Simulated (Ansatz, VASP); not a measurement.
## ZnO (zincite) in VASP and in Ansatz

```
CELL_PARAMETERS angstrom
3.31196 0.00000 0.00000
-1.65598 2.86824 0.00000
0.00000 0.00000 5.34569
ATOMIC_POSITIONS crystal
Zn 0.33333 0.66667 0.49997
Zn 0.66667 0.33333 0.99997
O 0.66667 0.33333 0.37904
O 0.33333 0.66667 0.87904
```

Alike in both runs: functional PBE; k mesh 9 × 9 × 6; occupations gaussian, width 0.02 eV; no spin polarisation.

Ansatz relaxed the structure, and its values are those at the end. VASP's run is a single point on that final structure, the one shown.

|  | VASP | Ansatz |
| --- | --- | --- |
| version | VASP 6.6.1 | Ansatz 0.2.0 |
| potentials or method | VASP PAW PBE potentials, release 64 (Zn, O) | scalar-relativistic, plane waves, PAW |
| plane-wave cutoff (eV) | 520 | 420 |
| valence electrons in the cell | 36 | 36 |

Ansatz gave:

- gap on the k mesh at the Fermi level (eV): 0.70
- least direct gap on the mesh (eV): 0.70
- pressure (GPa): -3.6

Question: What did VASP give for the same quantities?

Answer: gap on the k mesh at the Fermi level (eV): 0.68; least direct gap on the mesh (eV): 0.68; pressure (GPa): -2.8.

The functional is the same, so the differences come from potentials, cutoffs and numerics.

As with any semilocal functional, this PBE gap is likely too small.
